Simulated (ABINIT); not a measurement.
# MgO (Fm-3m) in ABINIT: notebook

The runs below take MgO through equation of state, band structure, with BLYP+D2, PBE+D4, PBE, BP86, LDA.

Everything below comes from runs of ABINIT 10.8.3 (patched build). Logs are shortened: lines on timing, memory, paths and dates and some standing lists are left out, and cuts for length are marked. The log counts tension as positive stress, the text compression.

**The experiment to reproduce.**

“Electronic structure of alkaline earth and post-transition metal oxides”, 2009, arxiv:0908.1581 quotes, for a bulk crystal of MgO: band gap 7.83 eV.

The runs below are set against these values where they give the same quantity.

## Step 1: The structure

Symmetry: Fm-3m, No. 225, cubic system. The conventional cell has a = 4.194 Å, b = 4.194 Å, c = 4.194 Å, α = 90.00°, β = 90.00°, γ = 90.00°. Around Mg (site symmetry m-3m) lie 6 O at 2.10 Å. O (site symmetry m-3m) is surrounded by 6 Mg at 2.10 Å.

The cell is a database's computed one.

## Step 2: Equation of state, BLYP+D2

Contents of run.abi:

```
# Datasets: one volume each
ndtset 7
getwfk -1
scalecart1 3*0.9795861087
scalecart2 3*0.9864848297
scalecart3 3*0.9932883884
scalecart4 3*1.0000000000
scalecart5 3*1.0066227096
scalecart6 3*1.0131594038
scalecart7 3*1.0196128224

# Pseudopotentials
pp_dirpath "./"
pseudos "Mg.GGA_PBE-JTH.xml, O.GGA_PBE-JTH.xml"

# Structure
acell 3*1.0
rprim
     0.0000000000     3.9627583152     3.9627583152
     3.9627583152     0.0000000000     3.9627583152
     3.9627583152     3.9627583152     0.0000000000
ntypat 2
znucl 12 8
natom 2
typat 1 2
xred
     0.0000000000     0.0000000000     0.0000000000
     0.5000000000     0.5000000000     0.5000000000

# Plane-wave basis
ecut 23.0
pawecutdg 45.0

# k points
kptopt 1
ngkpt 11 11 11
nshiftk 1
shiftk 0.0 0.0 0.0

# Exchange and correlation
ixc -106131
vdw_xc 5

# Bands and occupations
nband 12
occopt 3
tsmear 0.00183747

# SCF cycle
nstep 100
tolvrs 1.0e-9

# Output
iomode 3
prtwf 1
prtden 0
prteig 0
prtebands 0
enunit 2
```

Potentials or basis: JTH PAW PBE v2.0.

Run with:

```console
abinit run.abi > log 2>&1
```

run.abo:

```text
.Version 10.8.3 of ABINIT
 DATASET    1 : space group Fm -3 m (#225); Bravais cF (face-center cubic)
================================================================================
 Values of the parameters that define the memory need for DATASET  1.
     intxc =       0    ionmov =       0      iscf =      17    lmnmax =       8
     lnmax =       4     mgfft =      24  mpssoang =       2    mqgrid =    3001
     natom =       2  nloc_mem =       2    nspden =       1   nspinor =       1
    nsppol =       1      nsym =      48    n1xccc =       1    ntypat =       2
    occopt =       3   xclevel =       2
       mpw =         626          nfft =       13824          nkpt =          56
 PAW method is used; the additional fine FFT grid is defined by:
   mgfftf=        36    nfftf =     46656
================================================================================
================================================================================
[... 71 lines left out ...]
 DATASET    7 : space group Fm -3 m (#225); Bravais cF (face-center cubic)
================================================================================
 Values of the parameters that define the memory need for DATASET  7.
     intxc =       0    ionmov =       0      iscf =      17    lmnmax =       8
     lnmax =       4     mgfft =      27  mpssoang =       2    mqgrid =    3001
     natom =       2  nloc_mem =       2    nspden =       1   nspinor =       1
    nsppol =       1      nsym =      48    n1xccc =       1    ntypat =       2
    occopt =       3   xclevel =       2
       mpw =         706          nfft =       19683          nkpt =          56
 PAW method is used; the additional fine FFT grid is defined by:
   mgfftf=        36    nfftf =     46656
================================================================================
================================================================================

--------------------------------------------------------------------------------
------------- Echo of variables that govern the present computation ------------
--------------------------------------------------------------------------------
 -outvars: echo values of preprocessed input variables --------
            acell      1.0000000000E+00  1.0000000000E+00  1.0000000000E+00 Bohr
              amu      2.43050000E+01  1.59994000E+01
             ecut      2.30000000E+01 Hartree
           enunit           2
           getwfk          -1
                       outvar_i_n : Printing only first  50 k-points.
              ixc     -106131
           jdtset        1    2    3    4    5    6    7
                       outvar_i_n : Printing only first  50 k-points.
         kptrlatt       11    0    0      0   11    0      0    0   11
          kptrlen1     6.03876163E+01
          kptrlen2     6.08128952E+01
          kptrlen3     6.12323077E+01
          kptrlen4     6.16460521E+01
          kptrlen5     6.20543160E+01
          kptrlen6     6.24572774E+01
          kptrlen7     6.28551052E+01
            natom           2
            nband          12
           ndtset           7
            ngfft1         24      24      24
            ngfft2         24      24      24
            ngfft3         27      27      27
            ngfft4         27      27      27
            ngfft5         27      27      27
            ngfft6         27      27      27
            ngfft7         27      27      27
          ngfftdg          36      36      36
             nkpt          56
            nstep         100
             nsym          48
           ntypat           2
                       prtocc : prtvol=0, do not print more k-points.
           occopt           3
        pawecutdg      4.50000000E+01 Hartree
         pawxcdev           0
           prtden           0
        prtebands           0
           prteig           0
            rprim1     0.0000000000E+00  3.8818629977E+00  3.8818629977E+00
                       3.8818629977E+00  0.0000000000E+00  3.8818629977E+00
                       3.8818629977E+00  3.8818629977E+00  0.0000000000E+00
            rprim2     0.0000000000E+00  3.9092009617E+00  3.9092009617E+00
                       3.9092009617E+00  0.0000000000E+00  3.9092009617E+00
                       3.9092009617E+00  3.9092009617E+00  0.0000000000E+00
            rprim3     0.0000000000E+00  3.9361618205E+00  3.9361618205E+00
                       3.9361618205E+00  0.0000000000E+00  3.9361618205E+00
                       3.9361618205E+00  3.9361618205E+00  0.0000000000E+00
            rprim4     0.0000000000E+00  3.9627583152E+00  3.9627583152E+00
                       3.9627583152E+00  0.0000000000E+00  3.9627583152E+00
                       3.9627583152E+00  3.9627583152E+00  0.0000000000E+00
            rprim5     0.0000000000E+00  3.9890025127E+00  3.9890025127E+00
                       3.9890025127E+00  0.0000000000E+00  3.9890025127E+00
                       3.9890025127E+00  3.9890025127E+00  0.0000000000E+00
            rprim6     0.0000000000E+00  4.0149058520E+00  4.0149058520E+00
                       4.0149058520E+00  0.0000000000E+00  4.0149058520E+00
                       4.0149058520E+00  4.0149058520E+00  0.0000000000E+00
            rprim7     0.0000000000E+00  4.0404791903E+00  4.0404791903E+00
                       4.0404791903E+00  0.0000000000E+00  4.0404791903E+00
                       4.0404791903E+00  4.0404791903E+00  0.0000000000E+00
          spgroup         225
           tolvrs      1.00000000E-09
           tsmear      1.83747000E-03 Hartree
            typat      1  2
           useylm           1
           vdw_xc           5
                       outvars : Printing only first  50 k-points.
           xangst1     0.0000000000E+00  0.0000000000E+00  0.0000000000E+00
                       2.0541934328E+00  2.0541934328E+00  2.0541934328E+00
           xangst2     0.0000000000E+00  0.0000000000E+00  0.0000000000E+00
                       2.0686600604E+00  2.0686600604E+00  2.0686600604E+00
           xangst3     0.0000000000E+00  0.0000000000E+00  0.0000000000E+00
                       2.0829271324E+00  2.0829271324E+00  2.0829271324E+00
           xangst4     0.0000000000E+00  0.0000000000E+00  0.0000000000E+00
                       2.0970013913E+00  2.0970013913E+00  2.0970013913E+00
           xangst5     0.0000000000E+00  0.0000000000E+00  0.0000000000E+00
                       2.1108892225E+00  2.1108892225E+00  2.1108892225E+00
           xangst6     0.0000000000E+00  0.0000000000E+00  0.0000000000E+00
                       2.1245966794E+00  2.1245966794E+00  2.1245966794E+00
           xangst7     0.0000000000E+00  0.0000000000E+00  0.0000000000E+00
                       2.1381295072E+00  2.1381295072E+00  2.1381295072E+00
            xcart1     0.0000000000E+00  0.0000000000E+00  0.0000000000E+00
                       3.8818629977E+00  3.8818629977E+00  3.8818629977E+00
            xcart2     0.0000000000E+00  0.0000000000E+00  0.0000000000E+00
                       3.9092009617E+00  3.9092009617E+00  3.9092009617E+00
            xcart3     0.0000000000E+00  0.0000000000E+00  0.0000000000E+00
                       3.9361618205E+00  3.9361618205E+00  3.9361618205E+00
            xcart4     0.0000000000E+00  0.0000000000E+00  0.0000000000E+00
                       3.9627583152E+00  3.9627583152E+00  3.9627583152E+00
            xcart5     0.0000000000E+00  0.0000000000E+00  0.0000000000E+00
                       3.9890025127E+00  3.9890025127E+00  3.9890025127E+00
            xcart6     0.0000000000E+00  0.0000000000E+00  0.0000000000E+00
                       4.0149058520E+00  4.0149058520E+00  4.0149058520E+00
            xcart7     0.0000000000E+00  0.0000000000E+00  0.0000000000E+00
                       4.0404791903E+00  4.0404791903E+00  4.0404791903E+00
             xred      0.0000000000E+00  0.0000000000E+00  0.0000000000E+00
                       5.0000000000E-01  5.0000000000E-01  5.0000000000E-01
            znucl       12.00000    8.00000

================================================================================

 chkinp: Checking input parameters for consistency, jdtset=   1.

 chkinp: Checking input parameters for consistency, jdtset=   2.
[... 36 lines left out ...]
 getcut: wavevector=  0.0000  0.0000  0.0000  ngfft=  36  36  36
         ecut(hartree)=     45.000   => boxcut(ratio)=   2.17158

--- Pseudopotential description ------------------------------------------------
- pspini: atom type   1  psp file is ./Mg.GGA_PBE-JTH.xml
 Pseudopotential format is: paw10
 basis_size (lnmax)=  4 (lmn_size=  8), orbitals=   0   0   1   1
 Spheres core radius: rc_sph= 1.90157919
 Shapefunction is SIN type: shapef(r)=[sin(pi*r/rshp)/(pi*r/rshp)]**2
 Radius for shape functions =  1.70710089
 Compensation charge density is not taken into account in XC energy/potential

- pspini: atom type   2  psp file is ./O.GGA_PBE-JTH.xml
 Pseudopotential format is: paw10
 basis_size (lnmax)=  4 (lmn_size=  8), orbitals=   0   0   1   1
 Spheres core radius: rc_sph= 1.41465230
 Shapefunction is SIN type: shapef(r)=[sin(pi*r/rshp)/(pi*r/rshp)]**2
 Radius for shape functions =  1.20231231
 Compensation charge density is not taken into account in XC energy/potential

   2.59069307E+02                                ecore*ucvol(ha*bohr**3)
--------------------------------------------------------------------------------

[... 1281 lines left out ...]
-Cartesian components of stress tensor (GPa)         [Pressure= -9.4810E+00 GPa]
- sigma(1 1)=  9.48097521E+00  sigma(3 2)=  0.00000000E+00
- sigma(2 2)=  9.48097521E+00  sigma(3 1)=  0.00000000E+00
- sigma(3 3)=  9.48097521E+00  sigma(2 1)=  0.00000000E+00

== END DATASET(S) ==============================================================
================================================================================

 -outvars: echo values of variables after computation  --------
            acell      1.0000000000E+00  1.0000000000E+00  1.0000000000E+00 Bohr
           etotal1    -7.9918854279E+01
           etotal2    -7.9919818789E+01
           etotal3    -7.9920375009E+01
           etotal4    -7.9920570679E+01
           etotal5    -7.9920442201E+01
           etotal6    -7.9920028469E+01
           etotal7    -7.9919362949E+01
            fcart1    -0.0000000000E+00 -0.0000000000E+00 -0.0000000000E+00
                      -0.0000000000E+00 -0.0000000000E+00 -0.0000000000E+00
            fcart2    -0.0000000000E+00 -0.0000000000E+00 -0.0000000000E+00
                      -0.0000000000E+00 -0.0000000000E+00 -0.0000000000E+00
            fcart3    -0.0000000000E+00 -0.0000000000E+00 -0.0000000000E+00
                      -0.0000000000E+00 -0.0000000000E+00 -0.0000000000E+00
            fcart4    -0.0000000000E+00 -0.0000000000E+00 -0.0000000000E+00
                      -0.0000000000E+00 -0.0000000000E+00 -0.0000000000E+00
            fcart5    -0.0000000000E+00 -0.0000000000E+00 -0.0000000000E+00
                      -0.0000000000E+00 -0.0000000000E+00 -0.0000000000E+00
[... 38 lines left out ...]
                       0.0000000000E+00  0.0000000000E+00  0.0000000000E+00
           xangst1     0.0000000000E+00  0.0000000000E+00  0.0000000000E+00
                       2.0541934328E+00  2.0541934328E+00  2.0541934328E+00
           xangst2     0.0000000000E+00  0.0000000000E+00  0.0000000000E+00
                       2.0686600604E+00  2.0686600604E+00  2.0686600604E+00
           xangst3     0.0000000000E+00  0.0000000000E+00  0.0000000000E+00
                       2.0829271324E+00  2.0829271324E+00  2.0829271324E+00
           xangst4     0.0000000000E+00  0.0000000000E+00  0.0000000000E+00
                       2.0970013913E+00  2.0970013913E+00  2.0970013913E+00
           xangst5     0.0000000000E+00  0.0000000000E+00  0.0000000000E+00
                       2.1108892225E+00  2.1108892225E+00  2.1108892225E+00
           xangst6     0.0000000000E+00  0.0000000000E+00  0.0000000000E+00
                       2.1245966794E+00  2.1245966794E+00  2.1245966794E+00
           xangst7     0.0000000000E+00  0.0000000000E+00  0.0000000000E+00
                       2.1381295072E+00  2.1381295072E+00  2.1381295072E+00
             xred      0.0000000000E+00  0.0000000000E+00  0.0000000000E+00
                       5.0000000000E-01  5.0000000000E-01  5.0000000000E-01
 Calculation completed.
```

It took 95 s on 1 thread of Arm Neoverse V1, shared host; peak memory 0.13 GiB.

What came out:

| Item | Value |
| --- | --- |
| Equilibrium volume | 9.24 Å³/atom |
| Bulk modulus | 188 GPa |
| Pressure derivative of the bulk modulus | 5.0 |

Energy against volume, from the lowest point:
| volume (Å³/atom) | energy (meV/atom) |
| --- | --- |
| 8.668 | 23.35 |
| 8.853 | 10.23 |
| 9.037 | 2.66 |
| 9.221 | 0.00 |
| 9.406 | 1.75 |
| 9.590 | 7.38 |
| 9.775 | 16.43 |

Caveat: pressures at fixed basis lie under the slope of the energies; the PAW data sets were made with another functional, which shifts forces and pressure a little.

(Part 1 of 2 ends here.)
